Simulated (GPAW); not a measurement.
# NaCl (Fm-3m) in GPAW: further runs

One crystal, NaCl, is run at these levels: PBE, r2SCAN, HSE06; tasks: equation of state, band structure.

All numbers are computed with GPAW 26.7.0; they aren't measurements. Logs are shortened: lines on timing, memory, paths and dates and some standing lists are left out, and cuts for length are marked. The log counts tension as positive stress, the text compression.

## (1) The structure

Symmetry: Fm-3m, No. 225, cubic system. The conventional cell has a = 5.588 Å, b = 5.588 Å, c = 5.588 Å, α = 90.00°, β = 90.00°, γ = 90.00°. Around Cl (site symmetry m-3m) lie 6 Na at 2.79 Å. Na (site symmetry m-3m) is surrounded by 6 Cl at 2.79 Å.

The cell is a database's computed one.

## (2) Equation of state, PBE

Contents of run.py:

```python
from ase.eos import EquationOfState
from ase.io import Trajectory, read
from ase.units import GPa
from gpaw import GPAW, PW, setup_paths

setup_paths.insert(0, '.')

atoms = read('NaCl.xyz')

traj = Trajectory('eos.traj', 'w')
volumes, energies = [], []
for x in [0.94, 0.96, 0.98, 1.0, 1.02, 1.04, 1.06]:
    a = atoms.copy()
    a.set_cell(atoms.cell * x**(1 / 3), scale_atoms=True)
    calc = GPAW(mode=PW(800),
                xc='PBE',
                kpts={'size': (7, 7, 7), 'gamma': True},
                occupations={'name': 'fermi-dirac', 'width': 0.05},
                setups={'Cl': 'jth', 'Na': 'jth'},
                nbands=-8,
                convergence={'density': 1e-05, 'energy': 1e-05},
                maxiter=150,
                txt=f'eos-{x:.2f}.txt')
    a.calc = calc
    energies.append(a.get_potential_energy(force_consistent=True))
    volumes.append(a.get_volume())
    p = -a.get_stress()[:3].mean() / GPa
    calc.write(f'eos-{x:.2f}.gpw')
    traj.write(a)
    print(f'{x:.2f} {volumes[-1]:10.4f} A^3 {energies[-1]:14.6f} eV {p:9.3f} GPa', flush=True)

v0, e0, B = EquationOfState(volumes, energies, eos='birchmurnaghan').fit()
print(f'V0 = {v0:.4f} A^3, E0 = {e0:.6f} eV, B0 = {B / GPa:.2f} GPa')
```

Contents of NaCl.xyz:

```xyz
2
Lattice="0.0000000000 2.7940632177 2.7940632177 2.7940632177 0.0000000000 2.7940632177 2.7940632177 2.7940632177 0.0000000000" Properties=species:S:1:pos:R:3 pbc="T T T"
Cl     2.7940632177      2.7940632177      2.7940632177
Na     0.0000000000      0.0000000000      0.0000000000
```

Potentials or basis: JTH PAW 2.0, PBE, pw.

Started as:

```sh
OMP_NUM_THREADS=1 python run.py
```

The log of the run:

```text
__  _  _
 | _ |_)|_||  |
 |__||  | ||/\| - 26.7.0

Input parameters:
  mode=PW(ecut=800.0),
  convergence={'density': 1e-05, 'energy': 1e-05},
  kpts=MonkhorstPack(size=(7, 7, 7), gamma=True),
  maxiter=150,
  nbands=-8,
  occupations=Occupations(name='fermi-dirac', width=0.05),
  setups={'Cl': 'jth', 'Na': 'jth'},
  xc=XC(name='PBE')

Diagonalizing LCAO Hamiltonian
Converting LCAO to pw mode

                Cl

       Na

Atoms  # Å, Bohr magnetons
|   | symbol |        x |        y |        z |    initial magnetic moments |
|---|--------|----------|----------|----------|-----------------------------|
| 0 |     Cl | 2.737026 | 2.737026 | 2.737026 | ( 0.0000,  0.0000,  0.0000) |
| 1 |     Na | 0.000000 | 0.000000 | 0.000000 | ( 0.0000,  0.0000,  0.0000) |

Unit cell  # Å
| periodic |        x |        y |        z |  lengths |    angles |
|----------|----------|----------|----------|----------|-----------|
|      yes | 0.000000 | 2.737026 | 2.737026 | 3.870739 | 60.000000 |
|      yes | 2.737026 | 0.000000 | 2.737026 | 3.870739 | 60.000000 |
|      yes | 2.737026 | 2.737026 | 0.000000 | 3.870739 | 60.000000 |

Number of symmetries: 48
Symmetry operations  # r_c * U_cc + t_c -> r_c
|    | kind |            matrix            |
|----|------|------------------------------|
|  0 |  σ   |  1, 0, 0,  1, 0,-1,  1,-1, 0 |
|  1 |  C2  |  1, 0, 0,  1,-1, 0,  1, 0,-1 |
|  2 |  E   |  1, 0, 0,  0, 1, 0,  0, 0, 1 |
|  3 |  σ   |  1, 0, 0,  0, 0, 1,  0, 1, 0 |
|  4 |  C4  |  1, 0,-1,  1, 0, 0,  1,-1, 0 |
|  5 |  S6  |  1, 0,-1,  1,-1, 0,  1, 0, 0 |
|  6 |  σ   |  1, 0,-1,  0, 1,-1,  0, 0,-1 |
|  7 |  C3  |  1, 0,-1,  0, 0,-1,  0, 1,-1 |
|  8 |  S6  |  1,-1, 0,  1, 0, 0,  1, 0,-1 |
|  9 |  C4  |  1,-1, 0,  1, 0,-1,  1, 0, 0 |
| 10 |  C3  |  1,-1, 0,  0,-1, 1,  0,-1, 0 |
| 11 |  σ   |  1,-1, 0,  0,-1, 0,  0,-1, 1 |
| 12 |  σ   |  0, 1, 0,  1, 0, 0,  0, 0, 1 |
| 13 |  C4  |  0, 1, 0,  0, 1,-1, -1, 1, 0 |
| 14 |  C3  |  0, 1, 0,  0, 0, 1,  1, 0, 0 |
| 15 |  S6  |  0, 1, 0, -1, 1, 0,  0, 1,-1 |
| 16 |  C2  |  0, 1,-1,  1, 0,-1,  0, 0,-1 |
| 17 |  σ   |  0, 1,-1,  0, 1, 0, -1, 1, 0 |
| 18 |  S4  |  0, 1,-1,  0, 0,-1,  1, 0,-1 |
| 19 |  C4  |  0, 1,-1, -1, 1, 0,  0, 1, 0 |
| 20 |  C3  |  0, 0, 1,  1, 0, 0,  0, 1, 0 |
| 21 |  σ   |  0, 0, 1,  0, 1, 0,  1, 0, 0 |
| 22 |  S6  |  0, 0, 1,  0,-1, 1, -1, 0, 1 |
| 23 |  C4  |  0, 0, 1, -1, 0, 1,  0,-1, 1 |
| 24 |  S4  |  0, 0,-1,  1, 0,-1,  0, 1,-1 |
| 25 |  C3  |  0, 0,-1,  0, 1,-1,  1, 0,-1 |
| 26 |  C2  |  0, 0,-1,  0,-1, 0, -1, 0, 0 |
| 27 |  S6  |  0, 0,-1, -1, 0, 0,  0,-1, 0 |
| 28 |  S4  |  0,-1, 1,  1,-1, 0,  0,-1, 0 |
| 29 |  C4  |  0,-1, 1,  0, 0, 1, -1, 0, 1 |
| 30 |  C2  |  0,-1, 1,  0,-1, 0,  1,-1, 0 |
| 31 |  σ   |  0,-1, 1, -1, 0, 1,  0, 0, 1 |
| 32 |  C3  |  0,-1, 0,  1,-1, 0,  0,-1, 1 |
| 33 |  S6  |  0,-1, 0,  0, 0,-1, -1, 0, 0 |
| 34 |  S4  |  0,-1, 0,  0,-1, 1,  1,-1, 0 |
| 35 |  C2  |  0,-1, 0, -1, 0, 0,  0, 0,-1 |
| 36 |  C2  | -1, 1, 0,  0, 1, 0,  0, 1,-1 |
| 37 |  S6  | -1, 1, 0,  0, 1,-1,  0, 1, 0 |
| 38 |  S4  | -1, 1, 0, -1, 0, 1, -1, 0, 0 |
| 39 |  C3  | -1, 1, 0, -1, 0, 0, -1, 0, 1 |
| 40 |  S6  | -1, 0, 1,  0, 0, 1,  0,-1, 1 |
| 41 |  C2  | -1, 0, 1,  0,-1, 1,  0, 0, 1 |
| 42 |  C3  | -1, 0, 1, -1, 1, 0, -1, 0, 0 |
| 43 |  S4  | -1, 0, 1, -1, 0, 0, -1, 1, 0 |
| 44 |  C2  | -1, 0, 0,  0, 0,-1,  0,-1, 0 |
| 45 |  i   | -1, 0, 0,  0,-1, 0,  0, 0,-1 |
| 46 |  σ   | -1, 0, 0, -1, 1, 0, -1, 0, 1 |
| 47 |  C2  | -1, 0, 0, -1, 0, 1, -1, 1, 0 |

BZ-sampling:
  Number of BZ points: 343
  Number of IBZ points: 20

  Monkhorst-Pack size: [7, 7, 7]
  Monkhorst-Pack shift: [0, 0, 0]

K-points  # in reciprocal-cell coordinates
|     |                                coordinates |     weight |
|-----|--------------------------------------------|------------|
|   0 | (  0.00000000,   0.00000000,   0.00000000) | 0.00291545 |
|   1 | (  0.14285714,   0.14285714,   0.00000000) | 0.01749271 |
|   2 | (  0.14285714,   0.14285714,   0.14285714) | 0.02332362 |
|   3 | (  0.28571429,   0.14285714,   0.14285714) | 0.03498542 |
|   4 | (  0.28571429,   0.28571429,   0.00000000) | 0.01749271 |
|   5 | (  0.28571429,   0.28571429,   0.14285714) | 0.06997085 |
|   6 | (  0.28571429,   0.28571429,   0.28571429) | 0.02332362 |
|   7 | (  0.42857143,  -0.28571429,  -0.28571429) | 0.03498542 |
|   8 | (  0.42857143,   0.28571429,  -0.42857143) | 0.13994169 |
|   9 | (  0.42857143,   0.28571429,  -0.28571429) | 0.06997085 |
| ... |                                            |            |
|  19 | (  0.42857143,   0.42857143,   0.42857143) | 0.02332362 |

Plane wave coefficients: 2129
Cutoff: 800.0 eV

Spin-components: 1 (collinear spins)
Bands:           16
Projectors:      8
Spin-degeneracy: 2
Datatype:        complex128

Parallelization:
  kpt:    1
  domain: 1
  band:   1

Density:
  Valence electrons: 16.0
  Components: 1
  Grid points: [27 27 27]
  Charge: 0.0  # |e|

Potential:
  Grid points: [27 27 27]

species:
  Cl:
    name:    Chlorine
    Z:       17.0
    valence: 7
    core:    10
    charge:  0.0  # [|e|]
    compensation charges:
      type: sinc
      rc: 0.66  # [Å]
      lmax: 2
    cutoffs:
      filter: 0.95  # [Å]
      core: 1.51  # [Å]
    projectors
    | kind |    occ | energy [eV] | rcut [Å] |
    |------|--------|-------------|----------|
    |   3s |  2.000 |     -20.692 |    0.954 |
    |    s |        |      40.817 |    0.954 |
    |   3p |  5.000 |      -8.595 |    0.954 |
    |    p |        |      40.817 |    0.954 |

    Using partial waves for Cl as LCAO basis

  Na:
    name:    Sodium
    Z:       11.0
    valence: 9
    core:    2
    charge:  0.0  # [|e|]
    compensation charges:
      type: sinc
      rc: 0.74  # [Å]
      lmax: 2
    cutoffs:
      filter: 0.85  # [Å]
      core: 0.60  # [Å]
    projectors
    | kind |    occ | energy [eV] | rcut [Å] |
    |------|--------|-------------|----------|
    |   2s |  2.000 |     -56.753 |    0.848 |
    |   3s |  1.000 |      -2.744 |    0.848 |
    |   2p |  6.000 |     -28.673 |    0.794 |
    |   3p |  0.000 |      -0.743 |    0.794 |

    Using partial waves for Na as LCAO basis

Reference energy: -16975.012371  # eV

eigensolver:
  PPCG
  Converge bands: occupied
  niter=2

density mixing:
  MSR1-Mixer
  Pratt-step length: 0.05
  Maximum mixing coefficient: 0.75
  Old densities: 10
  SVD Regularization: 0.005
  Good broyden scale: 1.0
  Trust region scale: 1.0
  Backstep threshold: 4.0
  History deletion threshold: 6.0
  Fourier metric: weight=20.0, sigma=0.015

occupation numbers:
  Fermi-Dirac:
    width: 0.0500  # eV

poisson solver:
  ecut: 6400.0  # eV

xc functional:
  name: PBE with 2 nearest neighbor stencil

convergence criteria:
- Maximum integral of absolute [dens]ity change: 1e-05 electrons / valence electron
- Maximum [total energy] change in last 3 cyles: 1e-05 eV / valence electron
- Maximum integral of absolute [eigenst]ate change: 4e-08 eV^2 / valence electron
maximum number of iterations: 150

SCF iterations
|iter     | |      energy | eigst |  dens |
|---------|-|-------------|-------|-------|
|iter:   1| |   -6.936539 | -1.38 |       |
|iter:   2| |   -6.915420 | -2.68 | -1.36 |
|iter:   3| |   -6.823794 | -2.31 | -1.40 |
|iter:   4| |   -6.826194 | -3.59 | -1.93 |
|iter:   5| |   -6.826918 | -4.49 | -2.43 |
|iter:   6| |   -6.826947 | -5.86 | -3.26 |
|iter:   7| |   -6.826949c| -7.09 | -3.86 |
|iter:   8| |   -6.826949c| -7.91c| -4.88 |
|iter:   9| |   -6.826949c| -8.34c| -5.29c|

Converged in 9 steps
Energy contributions relative to reference atoms: (reference = -16975.012371)

Energy contributions:
  Kinetic:          10.280655
  Coulomb:          -9.696870
  Zero:             -0.052646
  External:          0.000000
  Xc:               -7.358088
  Entropy:          -0.000000
  Spinorbit:         0.000000
  ----------------------------
  Free energy:      -6.826949
  Extrapolated:     -6.826949

dipole moment: (-14.524695, -14.524695, -14.524695)  # |e|*Ang

Fermi level: 2.582
Eigenvalues  # (at kpt = [0.000, 0.000, 0.000])
| band index |      eig [eV] | occ [0-2] |
|------------|---------------|-----------|
|          0 |       -48.530 |     2.000 |
|          1 |       -20.441 |     2.000 |
|          2 |       -20.441 |     2.000 |
|          3 |       -20.441 |     2.000 |
|          4 |       -12.635 |     2.000 |
|          5 |         0.243 |     2.000 |
|          6 |         0.243 |     2.000 |
|          7 |         0.243 |     2.000 |
|          8 |         5.736 |     0.000 |
|          9 |        11.430 |     0.000 |
|         10 |        11.430 |     0.000 |
|         11 |        11.430 |     0.000 |
|         12 |        13.656 |     0.000 |
|         13 |        13.656 |     0.000 |
|         14 |        15.552 |     0.000 |
|         15 |        18.261 |     0.000 |

Gap: 5.492 eV
Transition (v -> c):
  (s=0, k=0, n=7, [0.00, 0.00, 0.00]) -> (s=0, k=0, n=8, [0.00, 0.00, 0.00])
No difference between direct/indirect transitions

Stress tensor  # eV/Ang^3
|         x |         y |         z |
|-----------|-----------|-----------|
| -0.024009 |  0.000000 | -0.000000 |
|  0.000000 | -0.024009 |  0.000000 |
| -0.000000 |  0.000000 | -0.024009 |

# Writing to eos-0.94.gpw (mode='')
```

Run time: 76 s. Hardware: 1 thread of Arm Neoverse V2, shared host; peak memory 0.22 GiB.

What came out:

- Equilibrium volume: 23.65 Å³/atom (rough: see the caveat)
- Bulk modulus: 18.9 GPa (rough)

Energy against volume, from the lowest point:
```csv
volume (Å³/atom),energy (meV/atom)
20.504,32.27
20.940,22.61
21.376,14.95
21.813,9.08
22.249,4.99
22.685,1.33
23.121,0.00
```

Caveat: the minimum lies outside the volumes run; the program truncates these outside data sets.

## (3) Band structure, r2SCAN

Contents of run.py:

```python
from ase.dft.bandgap import bandgap
from ase.io import write
from ase.spacegroup import crystal
from ase.units import GPa
from gpaw import GPAW, PW

# Cl 4b
# Na 4a
atoms = crystal(['Cl', 'Na'],
                basis=[[0.5, 0.0, 0.0],
                       [0.0, 0.0, 0.0]],
                spacegroup=225, setting=1,  # Fm-3m
                cellpar=[5.58812644, 5.58812644, 5.58812644, 90.0, 90.0, 90.0],
                primitive_cell=True)

calc = GPAW(mode=PW(800),
            xc='MGGA_X_R2SCAN+MGGA_C_R2SCAN',
            kpts={'size': (7, 7, 7), 'gamma': True},
            occupations={'name': 'fermi-dirac', 'width': 0.05},
            nbands=15,
            convergence={'density': 1e-05, 'energy': 1e-05},
            maxiter=150,
            txt='gpaw.txt')
atoms.calc = calc
energy = atoms.get_potential_energy()
forces = atoms.get_forces()
stress = atoms.get_stress()
calc.write('gs.gpw')
write('result.traj', atoms)
print(f'Energy: {energy:.6f} eV')
print('Forces (eV/A):')
print(forces.round(4))
print('Stress (GPa):', (stress / GPa).round(3))
print('Fermi level:', round(calc.get_fermi_level(), 4), 'eV')
print(f'Gap: {bandgap(calc)[0]:.4f} eV, direct: {bandgap(calc, direct=True)[0]:.4f} eV')

path = atoms.cell.bandpath('GXWKGLUWLK,UX', npoints=100, eps=1e-4)
bs_calc = calc.fixed_density(kpts=path, symmetry='off', nbands=26,
                             convergence={'bands': 'CBM+6.0', 'eigenstates': 1e-6}, txt='bands.txt')
bs = bs_calc.band_structure()
bs.write('bs.json')
print(f'Gap on the path: {bandgap(bs_calc)[0]:.4f} eV')
```

Potentials or basis: GPAW PAW data sets (gpaw-data 1.2.1), pw.

Started as:

```sh
OMP_NUM_THREADS=1 python run.py
```

It took 3.1 min on 1 thread of Arm Neoverse V2, shared host; peak memory 0.39 GiB.

It converged, with:

```yaml
Free_energy: -13.5482 eV
Pressure: 0.4 GPa
Band_gap_on_the_k_mesh: 6.02 eV, direct
Band_gap_along_the_path: 6.02 eV, direct
```

Levels at the corners of the path, in eV from the valence-band top:
| point | band 4 | band 5 | band 6 | band 7 | band 8 | band 9 | band 10 | band 11 |
| --- | --- | --- | --- | --- | --- | --- | --- | --- |
| Γ | -13.29 | 0.00 | 0.00 | 0.00 | 6.02 | 11.76 | 11.76 | 11.76 |
| X | -12.86 | -1.75 | -0.63 | -0.63 | 8.47 | 8.60 | 12.41 | 15.97 |
| W | -12.84 | -1.25 | -1.25 | -0.79 | 9.82 | 10.43 | 10.43 | 12.35 |
| K | -12.85 | -1.48 | -1.17 | -0.53 | 9.01 | 9.87 | 11.45 | 13.73 |
| Γ | -13.29 | 0.00 | 0.00 | 0.00 | 6.02 | 11.76 | 11.76 | 11.76 |
| L | -12.91 | -2.01 | -0.29 | -0.29 | 7.97 | 11.73 | 11.73 | 11.84 |
| U | -12.85 | -1.48 | -1.17 | -0.53 | 9.01 | 9.87 | 11.45 | 13.73 |
| W | -12.84 | -1.25 | -1.25 | -0.79 | 9.82 | 10.43 | 10.43 | 12.35 |
| L | -12.91 | -2.01 | -0.29 | -0.29 | 7.97 | 11.73 | 11.73 | 11.84 |
| K | -12.85 | -1.48 | -1.17 | -0.53 | 9.01 | 9.87 | 11.45 | 13.73 |
| U | -12.85 | -1.48 | -1.17 | -0.53 | 9.01 | 9.87 | 11.45 | 13.73 |
| X | -12.86 | -1.75 | -0.63 | -0.63 | 8.47 | 8.60 | 12.41 | 15.97 |

Caveat: the PAW data sets were made with another functional, which shifts forces and pressure a little. r2SCAN opens gaps a little over a GGA but as a rule still falls short of measured ones.

[end of part 1 of 2]
